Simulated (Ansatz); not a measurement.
**SiNi3: a tetragonal deformation path and further scans**

An exercise on one series of results from a longer session: the logs are not shown, and one member is left open.

Program: Ansatz 0.2.0. Level of theory: DFT PBEsol, scalar-relativistic, plane waves, PAW. These are calculated values, not measurements.

2 further runs of the same task are left out: 2 set aside as unsound or not needed. Runs told in other sessions of the task aren't counted.

**Starting point**

Symmetry: Pm-3m, No. 221, cubic system. Conventional cell: a = 3.461 Å, b = 3.461 Å, c = 3.461 Å, α = 90.00°, β = 90.00°, γ = 90.00°. Si (site symmetry m-3m) has 12 Ni at 2.45 Å in its first shell of neighbours. Ni (site symmetry 4/mmm) has 4 Si at 2.45 Å and 8 Ni at 2.45 Å in its first shell of neighbours.

As a file:

```xyz
4
Lattice="3.4612 0.0000 0.0000 0.0000 3.4612 0.0000 0.0000 0.0000 3.4612" Properties=species:S:1:pos:R:3 pbc="T T T"
Si    0.0000    0.0000    0.0000
Ni    0.0000    1.7306    1.7306
Ni    1.7306    0.0000    1.7306
Ni    1.7306    1.7306    0.0000
```

This cell was relaxed beforehand with the same method: volume 10.37 Å³/atom, gap on the mesh none (metal).

The first run:

The input, input.yaml:

```yaml
crystal:
  lattice:
    - [3.4612457436, 0.0, 0.0]
    - [0.0, 3.4612457436, 0.0]
    - [0.0, 0.0, 3.4612457436]
  atoms:
    - { symbol: Si, position: [0.0, 0.0, 0.0] }
    - { symbol: Ni, position: [0.0, 0.5, 0.5] }
    - { symbol: Ni, position: [0.5, 0.0, 0.5] }
    - { symbol: Ni, position: [0.5, 0.5, 0.0] }
basis:
  ecutwfc: 420
kpoints:
  mp_grid: { grid: [16, 16, 16] }
hamiltonian:
  xc: pbesol
scf:
  occupations: { method: gaussian, width: 0.15 }
output:
  forces: true
  stress: true
  eigenvalues: true
  write_density: true
  write_potential: true
  elf: true
  volumetric_format: npy
```

Run with:

```bash
> ansatz run input.yaml --threads 1 --pin off --max-ram 2560MiB --backend cpu --events-out ev --progress --plain --runs-dir out
```

Steps of the session up to this table: Zero of the scan; Point ρ = 0.707; ρ = 1.414; ρ = 0.850; ρ = 1.200.

One table of the session follows, with a row left open; its other results are not shown here.

| ρ | ΔE (meV/atom) | pressure (GPa) |
| --- | --- | --- |
| 0.707 | 175.1 | 3.3 |
| 0.850 | ? | ? |
| 1.000 | 0.0 | 0.0 |
| 1.200 | 156.8 | 4.5 |
| 1.414 | 600.7 | 19.9 |

Estimate the missing values for ρ = 0.850.

Worked estimate for «ΔE (meV/atom)». A straight line through the neighbours (0.707, 175.1) and (1.000, 0.0) gives 175.1 + (0.0 − 175.1) × (0.850 − 0.707) / (1.000 − 0.707) = 89.6; a parabola fitted to 3 rows on both sides gives 29.5.

**Answer.** ΔE (meV/atom): 72.3; pressure (GPa): 1.6. In «ΔE (meV/atom)» the line misses by +17.3 and the parabola by -42.8.

To keep in mind: The final runs have no spin polarisation, so a magnetic state may lie lower.
